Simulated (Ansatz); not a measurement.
CdGeAs2:

```xyz
8
Lattice="-2.9889 2.9889 5.6643 2.9889 -2.9889 5.6643 2.9889 2.9889 -5.6643" Properties=species:S:1:pos:R:3 pbc="T T T"
Cd    0.0000    0.0000    5.6643
Cd    2.9889    0.0000    2.8321
As    1.4944    1.3224   -1.4161
As    1.6665   -1.4944    7.0804
As    1.4944    1.6665    4.2482
As    1.3224    4.4833    1.4161
Ge    0.0000    2.9889    2.8321
Ge    0.0000    0.0000    0.0000
```

The cell is a database's computed one.

Base run:

| Property | Result |
| --- | --- |
| Program | Ansatz 0.2.0 |
| Functional | PBEsol |
| Potentials or basis | all-electron LAPW, scalar-relativistic |
| Cutoff | 289 eV |
| Density cutoff | 1155 eV |
| Basis error allowed | 0.002 eV/atom |
| k mesh | 6 × 6 × 6 |
| Occupations | fermi-dirac, width 0.05 eV |
| Spin | no spin polarisation |

Its results: band gap on the k mesh 0.19 eV, indirect (least direct gap 0.22 eV); pressure -0.7 GPa; largest force 0.176 eV/Å.

Task: After a change of settings the same cell gave: band gap on the k mesh 0.19 eV, indirect (least direct gap 0.21 eV); pressure 2.2 GPa; largest force 0.140 eV/Å. Which change was it?
A. functional from PBEsol to LDA
B. functional from PBEsol to PBE
C. basis error allowed from 0.002 eV/atom to 0.001 eV/atom

Result: B.

PBE binds less tightly than PBEsol, so the same cell stands under more pressure.

Caveats: the mesh misses the band edges, which the band path finds closer together.

Not every run made on this cell is shown here.
